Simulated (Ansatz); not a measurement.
**Sensitivity of the G0W0 gap of SiC (Moissanite)**

Aim: change settings of a G0W0 run on SiC (Moissanite) and see what moves.

Calculated with Ansatz 0.2.0; G0W0 on PBE, plane waves, PAW.

**1. Starting point**

The structure is hexagonal, space group P6_3mc (No. 186). Conventional cell: a = 3.081 Å, b = 3.081 Å, c = 15.125 Å, α = 90.00°, β = 90.00°, γ = 120.00°. Nearest to Si lie 4 C at 1.88 to 1.90 Å. Si has 4 C at 1.89 Å nearest. Nearest to C lie 4 Si at 1.88 to 1.89 Å. Nearest to C lie 4 Si at 1.89 Å. Nearest to C lie 4 Si at 1.89 to 1.90 Å. Farther neighbours are not listed.

The cell and positions come from the Crystallography Open Database and are kept as given unless a step says otherwise. The default PAW set here is soft_2. Its files were made with PBE.

**2. The base run: 6×6×1 mesh, 265 empty bands, screening to 96 eV**

Now the one-shot GW correction: screening in the RPA, then the self-energy of the levels asked for.

input.yaml reads:

```yaml
crystal:
  lattice:
    - [3.081, 0.0, 0.0]
    - [-1.5405, 2.6682242691, 0.0]
    - [0.0, 0.0, 15.1248]
  atoms:
    - { symbol: Si, position: [0.0, 0.0, 0.0] }
    - { symbol: Si, position: [0.0, 0.0, 0.5] }
    - { symbol: Si, position: [0.3333333333, 0.6666666667, 0.1664] }
    - { symbol: Si, position: [0.6666666667, 0.3333333333, 0.6664] }
    - { symbol: Si, position: [0.6666666667, 0.3333333333, 0.3329] }
    - { symbol: Si, position: [0.3333333333, 0.6666666667, 0.8329] }
    - { symbol: C, position: [0.3333333333, 0.6666666667, 0.0412] }
    - { symbol: C, position: [0.6666666667, 0.3333333333, 0.5412] }
    - { symbol: C, position: [0.6666666667, 0.3333333333, 0.208] }
    - { symbol: C, position: [0.3333333333, 0.6666666667, 0.708] }
    - { symbol: C, position: [0.0, 0.0, 0.3746] }
    - { symbol: C, position: [0.0, 0.0, 0.8746] }
kpoints:
  mp_grid: { grid: [6, 6, 1] }
hamiltonian:
  xc: pbe
scf:
  occupations: { method: fixed }
gw:
  n_empty_bands: 265
  ecut_chi: 96
  qp_bands: [v4, c4]
  qp_kpoints: band_edges
  screening: { model: contour_deformation }
```

Launch:

```sh
$ ansatz run input.yaml --threads 3 --pin off --max-ram 92160MiB --backend cuda --events-out ev --progress --plain --runs-dir out --devices 1 --max-vram 13GiB  # rebuilt from the run's record
```

Numbers of over 12 decimals in the logs are rounded to 6 here.

What it wrote:

```text
GPUs: using 1 of 1 available (devices: 1).
Engine: ansatz 0.2.0, x86_64-unknown-linux-gnu
Pseudopotentials: kind: paw
Pseudopotential: Si, paw, valence charge 4, recommended cutoff 420 eV (normal), Si.paw.azcp
Pseudopotential: C, paw, valence charge 4, recommended cutoff 420 eV (normal), C.paw.azcp
Functional definition: PBE
  parameter kappa = 0.804
  parameter beta = 0.066725
  exchange = pbe_x(kappa = kappa, mu = beta*pi^2/3)
  correlation = pbe_c(beta = beta)
device memory: the entry about to start is reckoned to put 2.1 GiB on a device that reports 34.1 GiB free (of which the cap on the GPU budget leaves the run 13.0 GiB)
GPU FFT provider: cuFFT
GPU libraries: cuBLAS 13.8.2, cuFFT 12.4.0, cuSOLVER 12.3.4
Crystal: 12 atoms, lattice volume = 124.338 Å³
Basis set: ecut = 420 eV, 2415 PW (Γ)
Bands: 36, of which v1, the nominal top of the filled ones, is band 24 counted from 1 (23 counted from 0)
Symmetry: 12 space group operations
Space group: P63mc (ITA 186), of the structure as read, at distance tolerance 5.0e-5 Å
k-points: 7 of 36
Non-local potential: Si, projectors of the file, l = 0: 2, l = 1: 2, l = 2: 2
Non-local potential: C, projectors of the file, l = 0: 2, l = 1: 2, l = 2: 1
PAW form: soft (Blöchl's): semilocal exchange-correlation on the pseudo side does not see the compensation charge
PAW one-centre angular grid: Si, 110 points (default); XC on 64 Gauss nodes
PAW one-centre angular grid: C, 110 points (default); XC on 64 Gauss nodes
Initial density: superposition of atomic densities (neutral atoms: chi_scale 0, normalization atom), corrected by the library's trained network
Initial wavefunctions: pseudopotential atomic-orbital guess
GPU buffer pool allocated for 62208 grid points (all kernels)
GPU transforms: local potential and band sums: pruned to the plane-wave sphere, on 24×24×108
Functional: x = pbe(κ = 0.804, μ = 0.219515), c = pbe(β = 0.066725)
SCF iter   1: F=—  HF=-5322.913798 eV  |F-HF|=—  |Δ(HF+E_count)|=         —  Δρ=2.34e-3  dr2=6.81e-3  ethr=1.77e-3  ⟨swp⟩=4.9  Hψ=1039  notcnv=0  defer=66
preconditioner: auto → none  [insulator: Δε(μ)=1.988 eV  Ē_g=11.953 eV  n_scr=10 (ndim 8)  ℏωp=23.1 eV  f_vac=0.000  ε∞_Penn≈4.7]
SCF iter   2: F=—  HF=-5322.914047 eV  |F-HF|=—  |Δ(HF+E_count)|=   2.49e-4  Δρ=9.12e-4  dr2=8.20e-4  ethr=1.42e-5  ⟨swp⟩=2.4  Hψ=483  notcnv=0  defer=70
SCF iter   3: F=—  HF=-5322.914169 eV  |F-HF|=—  |Δ(HF+E_count)|=   1.22e-4  Δρ=4.27e-4  dr2=2.30e-4  ethr=1.71e-6  ⟨swp⟩=2.0  Hψ=356  notcnv=0  defer=70
SCF iter   4: F=—  HF=-5322.914251 eV  |F-HF|=—  |Δ(HF+E_count)|=   8.18e-5  Δρ=2.42e-4  dr2=6.02e-5  ethr=4.79e-7  ⟨swp⟩=2.1  Hψ=318  notcnv=0  defer=60
SCF iter   5: F=—  HF=-5322.914284 eV  |F-HF|=—  |Δ(HF+E_count)|=   3.32e-5  Δρ=9.50e-5  dr2=7.26e-6  ethr=1.25e-7  ⟨swp⟩=2.4  Hψ=359  notcnv=0  defer=49
[...]
--- Per-component energies (eV) ---
  E_band       = 171.590891
  E_kinetic    = 814.098668
  E_local      = -628.843099  (includes V_loc(G=0)·N_el)
  E_nonlocal   = 310.865722
  E_hartree    = 193.408378
  E_xc         = -632.912611
  E_vxc        = -656.086980  (∫ρ·V_xc dr)
  E_paw        = -3672.514534  (= ΣΔE_a)
  E_vpaw       = -55.260760  (= ΣTr[D̂ρ^β])
  E_aug_tail   = 0.000069  (compensation charges beyond the density's cutoff)
  E_ewald      = -1707.016885
  E_smearing   = -0.000000  (= −TS)
  E_closure    = 0.000000  (closes the sum)
  Σ components = -5322.914292   (vs F -5322.914292, Δ=0.00e0)
--- Band table (eV; the first three rows and the last of 7) ---
  k-point 0: bands = [... 20 lower, 9.2255, 9.4783, 9.5134, 9.5134, 14.6749, 14.8456, 15.2478, 15.7570, ... 8 higher]
  k-point 1: bands = [... 20 lower, 8.7256, 8.8115, 9.1748, 9.2752, 14.2296, 14.6081, 14.7040, 15.3849, ... 8 higher]
  k-point 2: bands = [... 20 lower, 7.9925, 8.0698, 8.4356, 8.6866, 12.3227, 12.4120, 13.2618, 13.8391, ... 8 higher]
  k-point 6: bands = [... 20 lower, 6.3760, 7.3082, 7.4397, 7.4397, 13.0006, 13.0006, 13.2542, 14.5518, ... 8 higher]
--- G₀W₀: contour deformation, 6 samples at zero and on the imaginary axis and 1 off it, 36 q-points, 265 empty bands' worth ---
  eigenvalues of the whole cell's RPA ε∞ on this k-mesh (on a slab, of 1 + 4πα/V) = 6.9852, 7.0373, 7.0373; static W/v taken at q = 0 is 0.142496
  gw.qp_kpoints: band_edges: 5 of 7 stored k-points solved, in 1 pass; an edge of the gap read off the rows below is read off those points alone
    valence top: of the k-points left out ik 4 came nearest to being solved in a further pass, in band 24 (counted from 1, as in the quasiparticle table): it holds the edge there only if its correction is more favourable than any solved in that band by at least 0.718 eV; those differ by 0.196 eV
    conduction bottom: of the k-points left out ik 5 came nearest to being solved in a further pass, in band 25 (counted from 1, as in the quasiparticle table): it holds the edge there only if its correction is more favourable than any solved in that band by at least 1.083 eV; those differ by 0.313 eV
    ik  band        ε_KS         Σx   Σc(E_QP)       V_xc       Z   E_QP_lin       E_QP  E_QP is
     0    21      9.2255   -18.3899     2.3510   -15.6857  0.7903     8.8713     8.8722  root
     0    22      9.4783   -18.2984     2.2575   -15.7208  0.7910     9.1576     9.1583  root
     0    23      9.5134   -18.3424     2.2741   -15.7474  0.7914     9.1918     9.1925  root
     0    24      9.5134   -18.3424     2.2741   -15.7474  0.7914     9.1918     9.1925  root
     0    25     14.6749    -9.1280    -4.6617   -14.4799  0.8033    15.3690    15.3651  root
     0    26     14.8456    -9.0276    -4.7110   -14.4306  0.8024    15.5419    15.5375  root
     0    27     15.2478    -9.0122    -4.7835   -14.4943  0.8001    15.9507    15.9463  root
     0    28     15.7570    -8.8680    -4.9332   -14.5138  0.7948    16.4745    16.4696  root
[...]
6    25     13.0006    -6.9154    -4.2483   -11.6093  0.8143    13.4475    13.4461  root
     6    26     13.0006    -6.9154    -4.2483   -11.6093  0.8143    13.4475    13.4461  root
     6    27     13.2542    -7.1477    -4.3301   -11.9634  0.8126    13.7414    13.7397  root
     6    28     14.5518    -7.3782    -4.5632   -12.5445  0.8003    15.1584    15.1550  root
[key lines of the parts left out:]
SCF converged after 7 iterations
Free energy (F): -5322.914292 eV
Fermi energy:    9.513416 eV
```

Elapsed: 19 s, on 1 × NVIDIA H100 80GB HBM3 (shared by 6 runs) with 3 threads of AMD EPYC 7R13 (Zen 3), shared host; peak memory 1.2 GiB.

This step gave:

```yaml
bands_summed: 289
rpa_eps_infinity_on_this_mesh_eigenvalues: 6.985, 7.037, 7.037
plane_waves_in_the_screening_matrix: 295
q_points_in_the_mesh: 36
g0w0_gap_on_the_mesh: 2.711 eV
k_of_the_valence_top: 0, 0, 0
k_of_the_conduction_bottom: 0, -0.5, 0
starting_gap_on_the_mesh: 2.013 eV
z_at_the_valence_top: 0.7914
z_at_the_conduction_bottom: 0.8151
least_direct_g0w0_gap_on_the_computed_points: 3.927 eV
```

The gap on the mesh goes from 2.01 eV to 2.71 eV, a correction of +0.70 eV. Between the two edge states, bare exchange in place of the xc potential would open the gap by 6.84 eV, and correlation takes back 6.15 eV.

**3. Variant: accuracy level**

Edit input.yaml of step 2 so:

```diff
@@ -25,4 +25,4 @@
 gw:
-  n_empty_bands: 265
-  ecut_chi: 96
+  n_empty_bands: 282
+  ecut_chi: 100
   qp_bands: [v4, c4]
@@ -30 +30,2 @@
   screening: { model: contour_deformation }
+accuracy: low
```

What it wrote:

```text
settings of this run that can trade accuracy for cost: accuracy: low. Do not mix this run's numbers with those of runs without the same settings; the input reference describes each key
GPUs: using 1 of 1 available (devices: 1).
[...]
GPU FFT provider: cuFFT
GPU libraries: cuBLAS 13.8.2, cuFFT 12.4.0, cuSOLVER 12.3.4
Crystal: 12 atoms, lattice volume = 124.338 Å³
Basis set: ecut = 420 eV, 2415 PW (Γ)
Bands: 36, of which v1, the nominal top of the filled ones, is band 24 counted from 1 (23 counted from 0)
Symmetry: 12 space group operations
[...]
k-points: 7 of 36
[...]
GPU buffer pool allocated for 62208 grid points (all kernels)
[...]
SCF iter   1: F=—  HF=-5322.913798 eV  |F-HF|=—  |Δ(HF+E_count)|=         —  Δρ=2.34e-3  dr2=6.81e-3  ethr=1.77e-3  ⟨swp⟩=4.9  Hψ=1039  notcnv=0  defer=66
[...]
SCF iter   7: F=-5322.914292 eV  HF=-5322.914292 eV  |F-HF|=1.20e-8  |Δ(HF+E_count)|=   3.92e-7  Δρ=3.54e-6  dr2=3.17e-8  ethr=2.08e-10  ⟨swp⟩=12.3  Hψ=1255  notcnv=0
SCF 1 converged in 7 iterations: F = -5322.914292 eV  dr2 = 3.17e-8
[...]
NSCF: frozen V_eff on 7 k-points
[...]
G₀W₀ screening: q 1/7
[... further progress lines ...]
[...]
SCF converged after 7 iterations
Free energy (F): -5322.914292 eV
[...]
Internal energy: -5322.914292 eV  (E = F + TS)
E sigma→0 (E₀):  -5322.914292 eV
Fermi energy:    9.513416 eV
[...]
--- Band table (eV; the first three rows and the last of 7) ---
  k-point 0: bands = [... 20 lower, 9.2255, 9.4783, 9.5134, 9.5134, 14.6749, 14.8456, 15.2478, 15.7570, ... 8 higher]
  k-point 1: bands = [... 20 lower, 8.7256, 8.8115, 9.1748, 9.2752, 14.2296, 14.6081, 14.7040, 15.3849, ... 8 higher]
  k-point 2: bands = [... 20 lower, 7.9925, 8.0698, 8.4356, 8.6866, 12.3227, 12.4120, 13.2618, 13.8391, ... 8 higher]
  k-point 6: bands = [... 20 lower, 6.3760, 7.3082, 7.4397, 7.4397, 13.0006, 13.0006, 13.2542, 14.5518, ... 8 higher]
[...]
bands read: the sum over 306 bands ends inside a degenerate multiplet in 2 slots, whose members it reads at an even weight; the widest, k=0: bands 306 to 307 (counted from 1) at 1/2 each
[...]
0    21      9.2255   -18.3899     2.3211   -15.6857  0.7899     8.8413     8.8424  root
     0    22      9.4783   -18.2984     2.2269   -15.7208  0.7906     9.1268     9.1277  root
     0    23      9.5134   -18.3424     2.2434   -15.7474  0.7910     9.1609     9.1618  root
     0    24      9.5134   -18.3424     2.2434   -15.7474  0.7910     9.1609     9.1618  root
     0    25     14.6749    -9.1280    -4.6839   -14.4799  0.8031    15.3465    15.3429  root
     0    26     14.8456    -9.0276    -4.7331   -14.4306  0.8019    15.5193    15.5154  root
     0    27     15.2478    -9.0122    -4.8059   -14.4943  0.7998    15.9280    15.9239  root
     0    28     15.7570    -8.8680    -4.9559   -14.5138  0.7945    16.4516    16.4469  root
[...]
6    25     13.0006    -6.9154    -4.2636   -11.6093  0.8142    13.4321    13.4308  root
     6    26     13.0006    -6.9154    -4.2636   -11.6093  0.8142    13.4321    13.4308  root
     6    27     13.2542    -7.1477    -4.3462   -11.9634  0.8124    13.7252    13.7236  root
     6    28     14.5518    -7.3782    -4.5831   -12.5445  0.8002    15.1382    15.1351  root
```

Wall time 12 s (1 × NVIDIA H100 80GB HBM3 (shared by 6 runs) with 3 threads); peak memory 1.2 GiB; 19 s of CPU time.

The G0W0 gap on the mesh is 2.726 eV.

Against the base:

```tsv
setting	base	variant
empty bands	265	282
screening cutoff (eV)	96	100
accuracy	-	low
```

```tsv
quantity	variant	base
starting gap on the mesh	2.013	2.013
G0W0 gap on the mesh	2.726	2.711
least direct G0W0 gap on the computed points	3.939	3.927
Z at the valence top	0.791	0.791
Z at the conduction bottom	0.815	0.815
```

**4. Variant: larger pair-density box**

Edit input.yaml of step 3 so:

```diff
@@ -30,2 +30,2 @@
   screening: { model: contour_deformation }
-accuracy: low
+  ecutfock_ratio: 2
```

What it wrote:

```text
GPUs: using 1 of 1 available (devices: 1).
[...]
GPU FFT provider: cuFFT
GPU libraries: cuBLAS 13.8.2, cuFFT 12.4.0, cuSOLVER 12.3.4
Crystal: 12 atoms, lattice volume = 124.338 Å³
Basis set: ecut = 420 eV, 2415 PW (Γ)
Bands: 36, of which v1, the nominal top of the filled ones, is band 24 counted from 1 (23 counted from 0)
Symmetry: 12 space group operations
[...]
k-points: 7 of 36
[...]
GPU buffer pool allocated for 62208 grid points (all kernels)
[...]
SCF iter   1: F=—  HF=-5322.913798 eV  |F-HF|=—  |Δ(HF+E_count)|=         —  Δρ=2.34e-3  dr2=6.81e-3  ethr=1.77e-3  ⟨swp⟩=4.9  Hψ=1039  notcnv=0  defer=66
[...]
SCF iter   7: F=-5322.914292 eV  HF=-5322.914292 eV  |F-HF|=1.20e-8  |Δ(HF+E_count)|=   3.92e-7  Δρ=3.54e-6  dr2=3.17e-8  ethr=2.08e-10  ⟨swp⟩=12.3  Hψ=1255  notcnv=0
SCF 1 converged in 7 iterations: F = -5322.914292 eV  dr2 = 3.17e-8
[...]
G₀W₀ screening: q 1/7
[... further progress lines ...]
[...]
SCF converged after 7 iterations
Free energy (F): -5322.914292 eV
[...]
Internal energy: -5322.914292 eV  (E = F + TS)
E sigma→0 (E₀):  -5322.914292 eV
Fermi energy:    9.513416 eV
[...]
--- Band table (eV; the first three rows and the last of 7) ---
  k-point 0: bands = [... 20 lower, 9.2255, 9.4783, 9.5134, 9.5134, 14.6749, 14.8456, 15.2478, 15.7570, ... 8 higher]
  k-point 1: bands = [... 20 lower, 8.7256, 8.8115, 9.1748, 9.2752, 14.2296, 14.6081, 14.7040, 15.3849, ... 8 higher]
  k-point 2: bands = [... 20 lower, 7.9925, 8.0698, 8.4356, 8.6866, 12.3227, 12.4120, 13.2618, 13.8391, ... 8 higher]
  k-point 6: bands = [... 20 lower, 6.3760, 7.3082, 7.4397, 7.4397, 13.0006, 13.0006, 13.2542, 14.5518, ... 8 higher]
[...]
0    21      9.2255   -18.3899     2.3200   -15.6857  0.7899     8.8402     8.8413  root
     0    22      9.4783   -18.2984     2.2258   -15.7208  0.7906     9.1257     9.1266  root
     0    23      9.5134   -18.3424     2.2422   -15.7474  0.7910     9.1598     9.1607  root
     0    24      9.5134   -18.3424     2.2422   -15.7474  0.7910     9.1598     9.1607  root
     0    25     14.6749    -9.1280    -4.6844   -14.4799  0.8030    15.3461    15.3424  root
     0    26     14.8456    -9.0276    -4.7335   -14.4306  0.8022    15.5191    15.5150  root
     0    27     15.2478    -9.0122    -4.8063   -14.4943  0.7999    15.9276    15.9235  root
     0    28     15.7570    -8.8680    -4.9562   -14.5138  0.7946    16.4512    16.4466  root
[...]
6    25     13.0006    -6.9154    -4.2641   -11.6093  0.8142    13.4316    13.4303  root
     6    26     13.0006    -6.9154    -4.2641   -11.6093  0.8142    13.4316    13.4303  root
     6    27     13.2542    -7.1477    -4.3468   -11.9634  0.8124    13.7247    13.7231  root
     6    28     14.5518    -7.3782    -4.5838   -12.5445  0.8001    15.1376    15.1344  root
```

The job ended after 17 s (1 × NVIDIA H100 80GB HBM3 (shared by 6 runs) with 3 threads; peak memory 1.2 GiB).

The G0W0 gap on the mesh is 2.726 eV.

Against the base:

```tsv
setting	base	variant
empty bands	265	282
screening cutoff (eV)	96	100
ecutfock ratio	-	2
```

```tsv
quantity	variant	base
starting gap on the mesh	2.013	2.013
G0W0 gap on the mesh	2.726	2.711
least direct G0W0 gap on the computed points	3.939	3.927
Z at the valence top	0.791	0.791
Z at the conduction bottom	0.815	0.815
```

**5. Results**

```yaml
base: 2.71 eV, 19 s
accuracy_level: 2.73 eV, 12 s
larger_pair_density_box: 2.73 eV, 17 s
```

**Reading.** Accuracy level: the gap moves by +0.01 eV. The variant differs from the base in empty bands, screening cutoff and accuracy together, so the change can't be laid to one of them. Larger pair-density box: the gap moves by +0.02 eV. The variant differs from the base in empty bands, screening cutoff and ecutfock ratio together, so the change can't be laid to one of them. All runs here use a coarse mesh and modest cutoffs; they test settings and are not final values. The 6×6×1 mesh is coarse for this cell (its supercell is 15 Å along the shortest edge). The RPA ε∞ on it, from the PBE start, is 6.99 and 7.04; such meshes misread the long-range screening, most where the gap is narrow.

[Paths, hosts, dates, memory and timing lines, banners, echoed tables and standing remarks are left out of the program output.]

[Logs are printed without paths, hosts, clocks, repeated set-up lines and the standing remarks that a program may print on its own settings, such as how far it seeks lower states.]

[Runs of the session that timed out or met a known fault of the program may be left out.]

[Cells called generated may have been cut or substituted from an entry of the Crystallography Open Database or the Materials Project.]

[Hosts, paths, dates, database ids (printed as entryN), source tags and the programs' standing remarks are cut or masked in the printed files.]
